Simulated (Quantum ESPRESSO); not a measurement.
**Hf: equation of state with PBEsol**

Hf:

```
Hf
1.0
     0.00000    2.22000    2.22000
     2.22000    0.00000    2.22000
     2.22000    2.22000    0.00000
Hf
1
Direct
  0.00000 0.00000 0.00000
```

This isn't the form of Hf at room conditions, which is hcp.

```yaml
Program: Quantum ESPRESSO 7.5
Task: equation of state
Functional: PBEsol
Potentials_or_basis: GBRV 1.5 PBEsol
Cutoff: 612 eV
Density_cutoff: 4898 eV
k_mesh: 10 × 10 × 10
Occupations: fermi-dirac, width 0.05 eV
Spin: no spin polarisation
Mixing_beta: 0.5
Most_SCF_iterations: 120
SCF_threshold: 2e-10 Ry
```

The equilibrium volume is 21.63 Å³/atom. The bulk modulus is 111 GPa. The pressure derivative of the bulk modulus is 3.8.

Energy against volume, from the lowest point:
```csv
volume (Å³/atom),energy (meV/atom)
20.569,18.86
21.007,5.92
21.444,0.00
21.882,0.50
22.320,6.86
22.757,18.42
23.195,34.84
```

All runs of the series together: 28 s on 2 threads of Intel(R) Xeon(R) 6975P-C (Granite Rapids), on a shared host.

The run has no spin-orbit coupling, so splittings on Hf are missing.
